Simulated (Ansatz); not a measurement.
# A vibration from a frozen displacement in Ni₃Ge

The calculation used DFT PBEsol, scalar-relativistic, plane waves, PAW (Ansatz). Settings: plane waves to 420 eV, k-mesh 14×14×14 (Γ-centred), Gaussian smearing 0.15 eV. No spin polarisation. A magnetic state may lie lower. Energies are free energies at this smearing, counted from the undisturbed cell; pressure is positive in compression.

The undisturbed cell (relaxed at this level; it needn't be the usual structure):

```
Ni Ge
1.0
     3.52491    0.00000    0.00000
     0.00000    3.52491    0.00000
     0.00000    0.00000    3.52491
Ni Ge
3 1
Direct
  0.50000 0.00000 0.50000
  0.00000 0.50000 0.50000
  0.50000 0.50000 0.00000
  0.00000 0.00000 0.00000
```

Atom 4 (Ge) is moved by x along the Cartesian unit vector (1.000, 0.000, 0.000); the cell and all other atoms stay fixed. The cell's volume is 43.80 Å³; the moved atoms weigh 72.630 u together and the others 176.080 u.

```
  x (Å)  ΔE (meV/cell) total force on the moved atoms along the move (eV/Å) pressure (GPa)
-0.1000          34.45                                                0.6956          0.6012
-0.0600          12.33                                                0.4123          0.2324
-0.0200           1.37                                                0.1366          0.0484
 0.0000           0.00                                                0.0000          0.0255
 0.0400           5.47                                               -0.2738          0.1174
 0.0800          21.97                                               -0.5527          0.3936
```

Question: What frequency belongs to this motion?

Answer: The force constant is k = −dF/dx = 6.835 eV/Å², from the parabola through x = -0.0200, 0 and 0.0400. In every cell the moved atoms swing against the rest, so the mass is μ = m₁m₂/(m₁ + m₂) = 51.420 u, and ν̃ = 521.5 cm⁻¹ × √(|k|/μ) = 190 cm⁻¹. The pattern needn't be a normal mode: ν̃² is then a weighted mean of the squared nonzero frequencies at the zone centre of this cell, so it lies between the lowest and the highest of them.

Question: How far does the harmonic law reach?

Answer: At x = -0.100 Å, kx²/2 = 34.18 meV against the computed 34.45 meV (+0.8 %): the well is still close to harmonic there.

In a metal these slopes depend on the k mesh and the smearing.

Cost: 6 runs of about 4.6 core-minutes in all, on Oxide Virtual Turin-like Processor (Zen 5) (shared hosts).